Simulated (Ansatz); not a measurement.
# PtS2: the cost of one run

Program: Ansatz 0.2.0. Level of theory: DFT PBE, scalar-relativistic, plane waves, PAW. These are calculated values, not measurements.

**1. The system as given**

It takes space group P6_3mc (No. 186, hexagonal). The conventional cell has a = 3.911 Å, b = 3.911 Å, c = 10.308 Å, α = 90.00°, β = 90.00°, γ = 120.00°. Pt (site symmetry 3m) is surrounded by 6 S at 2.82 to 2.94 Å. S (site symmetry 3m) is surrounded by 3 S at 2.76 Å and 3 Pt at 2.82 Å. Around S (site symmetry 3m) lie 3 S at 2.76 Å and 3 Pt at 2.94 Å.

Coordinates:

```cif
data_structure
_symmetry_space_group_name_H-M 'P 1'
_symmetry_Int_Tables_number 1
_cell_length_a 3.9109
_cell_length_b 3.9109
_cell_length_c 10.3080
_cell_angle_alpha 90.000
_cell_angle_beta 90.000
_cell_angle_gamma 120.000
_cell_volume 136.54
loop_
_atom_site_label
_atom_site_type_symbol
_atom_site_fract_x
_atom_site_fract_y
_atom_site_fract_z
_atom_site_occupancy
Pt1 Pt 0.33333 0.66667 0.69604 1
Pt2 Pt 0.66667 0.33333 0.19604 1
S1 S 0.33333 0.66667 0.03281 1
S2 S 0.66667 0.33333 0.53281 1
S3 S 0.33333 0.66667 0.37834 1
S4 S 0.66667 0.33333 0.87834 1
```

A structure generator made this guess: random cell by space group and Wyckoff sites (P6_3mc, No. 186). The dimensions are guesses.

**2. Probe: one point on a coarse mesh**

input.yaml reads:

```yaml
crystal:
  lattice:
    - [3.91086261, 0.0, 0.0]
    - [-1.9554313, 3.38690637, 0.0]
    - [0.0, 0.0, 10.30802881]
  atoms:
    - { symbol: Pt, position: [0.33333333, 0.66666667, 0.69604023] }
    - { symbol: Pt, position: [0.66666667, 0.33333333, 0.19604023] }
    - { symbol: S, position: [0.33333333, 0.66666667, 0.03281463] }
    - { symbol: S, position: [0.66666667, 0.33333333, 0.53281463] }
    - { symbol: S, position: [0.33333333, 0.66666667, 0.37833561] }
    - { symbol: S, position: [0.66666667, 0.33333333, 0.87833561] }
basis:
  ecutwfc: 420
kpoints:
  mp_grid: { grid: [6, 6, 2] }
hamiltonian:
  xc: pbe
scf:
  occupations: { method: gaussian, width: 0.1 }
  lower_state_search: "off"
output:
  forces: true
  stress: true
  eigenvalues: true
```

Command:

```
$ ansatz run input.yaml --threads 1 --pin off --max-ram 2560MiB --backend cpu --events-out ev --progress --plain --runs-dir out
```

**Question.** How long does this run take on 1 thread of Arm Neoverse V2, shared host, and how much memory does it need?

About 4.5 s, with a peak of 0.34 GiB.
